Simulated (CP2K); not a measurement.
## Hf in CP2K: the effect of functional

Hf:

```
Hf
1.0
     3.19670    0.00000    0.00000
    -1.59835    2.76842    0.00000
     0.00000    0.00000    5.05780
Hf
2
Direct
  0.66667 0.33333 0.75000
  0.33333 0.66667 0.25000
```

Alike in all runs:

| Quantity | Value |
| --- | --- |
| Program | CP2K 2026.2 |
| Task | single point |
| Potentials or basis | POTENTIAL_UZH Hf GTH-PBE-q12; TZVP-MOLOPT-PBE-GTH basis |
| Density cutoff | 9184 eV |
| k mesh | 10 × 10 × 5 |
| Occupations | fermi-dirac, width 0.05 eV |
| Spin | no spin polarisation |

Task: One run gave: pressure -5.6 GPa. Which functional did it use?
A. r2SCAN
B. BEEF-vdW
C. PBEsol
D. LDA
E. vdW-DF2

Result: D.

```tsv
functional	pressure (GPa)
LDA	-5.6
PBEsol	-2.9
BEEF-vdW	1.4
vdW-DF2	5.7
vdW-DF-cx	-2.5
r2SCAN	2.1
```

Caveats: the potentials were made for another functional, which shifts forces and pressure; the basis of atomic orbitals isn't converged, which shifts pressures, moduli and gaps.

Runs at the PBE level aren't shown here.
